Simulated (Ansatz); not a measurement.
The system is PbS.

```xyz
4
Lattice="2.0800 -5.9913 0.0000 2.0800 5.9913 0.0000 0.0000 0.0000 4.2793" Properties=species:S:1:pos:R:3 pbc="T T T"
Pb    2.0800    4.4268    1.0698
Pb    2.0800   -4.4268    3.2095
S     2.0800    1.7399    1.0698
S     2.0800   -1.7399    3.2095
```

Measurements of this composition are mostly on another form, of space group No. 225.

Program: Ansatz 0.2.0. Alike in all runs: potentials or basis Ansatz PAW; no spin polarisation; cell as given; smearing fermi-dirac 0.05 eV.

Order these runs on this cell by their pressure, lowest first.
A. level exchange-only PBE; k mesh 7 × 7 × 6; cutoff (eV) 420; points for each segment of the path 14
B. level r2SCANh; k mesh 4 × 4 × 4; cutoff (eV) 500; points for each segment of the path 4
C. level PBE; k mesh 7 × 7 × 6; cutoff (eV) 300

B (-0.4 GPa), C (1.1 GPa), A (10.3 GPa).

Caveats: the PAW data sets come from PBE, with cores solved anew for the run's functional, which leaves a small shift of forces and pressure (some runs); the cutoff lies under the one recommended for these potentials (some runs); the thresholds are loose for stress (some runs).
